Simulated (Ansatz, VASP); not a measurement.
**One calculation of S, two programs**

```xyz
2
Lattice="2.6085 0.0000 0.0000 -1.3042 2.2590 0.0000 0.0000 0.0000 3.3561" Properties=species:S:1:pos:R:3 pbc="T T T"
S     0.0000    1.5060    0.8390
S     1.3042    0.7530    2.5171
```

Change from the starting cell: volume scaled by 0.58, LAPW.

Alike in both runs: task single point; functional PBE; k mesh 15 × 15 × 8; occupations fermi-dirac, width 0.1 eV; no spin polarisation.

|  | VASP | Ansatz |
| --- | --- | --- |
| version | VASP 6.6.1 | Ansatz 0.2.0 |
| potentials or method | VASP PAW PBE potentials, release 64 (S), cutoff 520 eV | all-electron LAPW, scalar-relativistic |

|  | VASP | Ansatz | Ansatz less VASP |
| --- | --- | --- | --- |
| pressure (GPa) | 102.2 | 103.7 | +1.45 |
| largest component of the traceless stress (GPa) | 0.19 | 0.09 | -0.099 |

Ansatz ran all-electron here, so the differences hold the error of VASP's frozen core and of both bases.

Caveats: the cell as given lies far from equilibrium; so large a pressure means that the cell lies far from this level's equilibrium, or that cutoff or potentials fall short (VASP).
